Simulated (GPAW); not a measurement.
Write an ASE script for GPAW 26.7.0 that does the following.

- Task: relaxation of cell and atoms
- Functional: PBEsol
- Dispersion: D4
- Potentials or basis: PAW data sets generated in the run's folder for this functional
- Cutoff: 600 eV
- Basis: pw
- k mesh: 6 × 6 × 4
- Occupations: fermi-dirac, width 0.05 eV
- Spin: no spin polarisation
- Maxiter: 150
- Optimizer: BFGS
- Fmax: 0.02 eV/Å
- Max steps: 60
- Convergence: density=1e-05 forces=0.0001

Al3Cu2:

```
Cu Al
1.0
     4.09195    0.00000    0.00000
    -2.04598    3.54373    0.00000
     0.00000    0.00000    4.99278
Cu Al
2 3
Direct
  0.66667 0.33333 0.16049
  0.33333 0.66667 0.83951
  0.66667 0.33333 0.65007
  0.33333 0.66667 0.34993
  0.00000 0.00000 0.00000
```

The cell comes from a database or a generator and needn't be the stable form of this composition.

One way to write it, as run:

run.py

```python
from ase import Atoms
from ase.calculators.mixing import SumCalculator
from ase.filters import FrechetCellFilter
from ase.io import write
from ase.optimize import BFGS
from dftd4.ase import DFTD4
from gpaw import GPAW, PW, setup_paths

setup_paths.insert(0, '.')

atoms = Atoms(['Cu', 'Cu', 'Al', 'Al', 'Al'],
              cell=[[4.0919516368, 0.0, 0.0],
                    [-2.0459758184, 3.5437340685, 0.0],
                    [0.0, 0.0, 4.9927787]],
              scaled_positions=[[0.6666666667, 0.3333333333, 0.16048787],
                                [0.3333333333, 0.6666666667, 0.83951213],
                                [0.6666666667, 0.3333333333, 0.65007465],
                                [0.3333333333, 0.6666666667, 0.34992535],
                                [0.0, 0.0, 0.0]],
              pbc=True)

calc = GPAW(mode=PW(600),
            xc='PBEsol',
            kpts={'size': (6, 6, 4), 'gamma': True},
            occupations={'name': 'fermi-dirac', 'width': 0.05},
            nbands=32,
            convergence={'density': 1e-05, 'forces': 0.0001},
            maxiter=150,
            txt='gpaw.txt')
atoms.calc = SumCalculator([calc, DFTD4(method='pbesol')])
opt = BFGS(FrechetCellFilter(atoms), trajectory='relax.traj', logfile='-')
done = opt.run(fmax=0.02, steps=60)
calc.write('gs.gpw')
write('result.traj', atoms)
print('Converged:', done)
print('Cell:', atoms.cell.cellpar().round(4))
print('Volume:', round(atoms.get_volume(), 4))
print(atoms.get_scaled_positions().round(5))
```

Potentials or basis: PAW data sets generated in the run's folder for this functional, pw.

Run with:

```sh
$ gpaw-setup -f PBEsol Al Cu
$ OMP_NUM_THREADS=1 python run.py
```

Results of the run:

```json
{
 "Relaxed volume": "14.28 Å³/atom",
 "Relaxed cell": "a = 4.065 Å, b = 4.065 Å, c = 4.988 Å, α = 90.00°, β = 90.00°, γ = 120.00°",
 "Space group after relaxing (to 0.05 Å)": "P-3m1 (No. 164)",
 "Energy gained by relaxing": "1.2 meV/atom",
 "Ionic steps": "7",
 "Pressure after relaxing": "0.1 GPa",
 "Largest force after relaxing": "0.014 eV/Å",
 "Band gap on the k mesh": "none (metal or under the smearing width)",
 "Dispersion energy per atom": "-0.244 eV"
}
```

Caveat: with this Cu data set, volumes or pressures lay over 1.5 % or 2 GPa off other programs in two to four cells of ten; later steps reuse the first step's grids; pairwise dispersion overbinds metals, which lowers pressure and volume.

It took 3.4 min on 1 thread of Arm Neoverse V2, on a shared host, peak memory 0.32 GiB.
